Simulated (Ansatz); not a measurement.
## MnO in Ansatz: the effect of functional

Crystal: MnO.

```xyz
2
Lattice="0.0000 2.2239 2.2239 2.2239 0.0000 2.2239 2.2239 2.2239 0.0000" Properties=species:S:1:pos:R:3 pbc="T T T"
Mn    0.0000    0.0000    0.0000
O     2.2239    2.2239    2.2239
```

The cell is a database's computed one.

Alike in all runs:

* Program: Ansatz 0.2.0
* Potentials or basis: Ansatz PAW
* k mesh: 6 × 6 × 6
* Occupations: fermi-dirac, width 0.05 eV
* Spin: collinear spin, ferromagnetic start
* Starting moments: [4.0, 0.0] μB

Task: One run gave: pressure -15.0 GPa; moment 4.69 μB. Which functional did it use?
A. r2SCAN0
B. RPBE
C. LDA
D. revPBE
E. PBE

Result: C.

```csv
functional,cutoff,pressure (GPa),moment (μB)
LDA,420 eV (not typed: the program's choice for these potentials),-15.0,4.69
PBE,420 eV (not typed: the program's choice for these potentials),-1.4,4.72
PBEsol,420 eV (not typed: the program's choice for these potentials),-8.3,4.71
RPBE,420 eV (not typed: the program's choice for these potentials),4.6,4.77
revPBE,420 eV (not typed: the program's choice for these potentials),3.0,4.75
BLYP,420 eV (not typed: the program's choice for these potentials),3.7,4.71
r2SCAN,500 eV (not typed: the program's choice for these potentials),0.2,4.99
HSE06,420 eV (not typed: the program's choice for these potentials),0.8,5.00
PBE0,420 eV (not typed: the program's choice for these potentials),0.9,5.00
r2SCAN0,500 eV (not typed: the program's choice for these potentials),-1.5,5.00
```

Caveats: some runs use coarse meshes; a cell with one magnetic atom can't hold antiferromagnetic order, which such compounds often take; the PAW data sets come from PBE, with cores solved anew for the run's functional, which leaves a small shift of forces and pressure (some runs); the magnetic or orbital state may not be the lowest (some runs); the thresholds are loose for stress (some runs).
